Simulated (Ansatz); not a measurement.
## Si2Ni in Ansatz: the effect of fixed moment

Si2Ni:

```xyz
3
Lattice="0.0000 2.7030 2.7030 2.7030 0.0000 2.7030 2.7030 2.7030 0.0000" Properties=species:S:1:pos:R:3 pbc="T T T"
Ni    0.0000    0.0000    0.0000
Si    4.0545    4.0545    4.0545
Si    1.3515    1.3515    1.3515
```

Alike in all runs:

```yaml
Program: Ansatz 0.2.0
Task: single point
Functional: PBE
Potentials_or_basis: Ansatz PAW
Cutoff: "420 eV (not typed: the program's choice for these potentials)"
k_mesh: 7 × 7 × 7
Occupations: fermi-dirac, width 0.05 eV
```

```csv
fixed moment,spin,starting moments,energy over the lowest run (meV/atom),pressure (GPa)
0,"collinear spin, program default start",-,0.0,3.1
0.2,"collinear spin, ferromagnetic start","[0.2, 0.0, 0.0] μB",9.9,3.1
0.5,"collinear spin, ferromagnetic start","[0.5, 0.0, 0.0] μB",50.4,4.5
0.8,"collinear spin, ferromagnetic start","[0.8, 0.0, 0.0] μB",118.9,6.0
1,"collinear spin, ferromagnetic start","[1.0, 0.0, 0.0] μB",?,?
1.2,"collinear spin, ferromagnetic start","[1.2, 0.0, 0.0] μB",248.0,8.5
1.5,"collinear spin, ferromagnetic start","[1.5, 0.0, 0.0] μB",372.6,10.9
2,"collinear spin, ferromagnetic start","[2.0, 0.0, 0.0] μB",615.7,15.1
```

Q: What does the run with fixed moment 1 give?

A: Energy over the lowest run 179.9 meV/atom; pressure 7.3 GPa.

Worked out: A parabola through the other rows of the energy over the lowest run, of slope 312 meV/atom per unit of fixed moment there, gives 178.5 meV/atom, against the run's 179.9. A parabola through the other rows of the pressure, of slope 6.18 GPa per unit of fixed moment there, gives 7.2 GPa, against the run's 7.3.

Caveats: the total moment is fixed, so each spin has its own Fermi level; the thresholds are loose for stress.
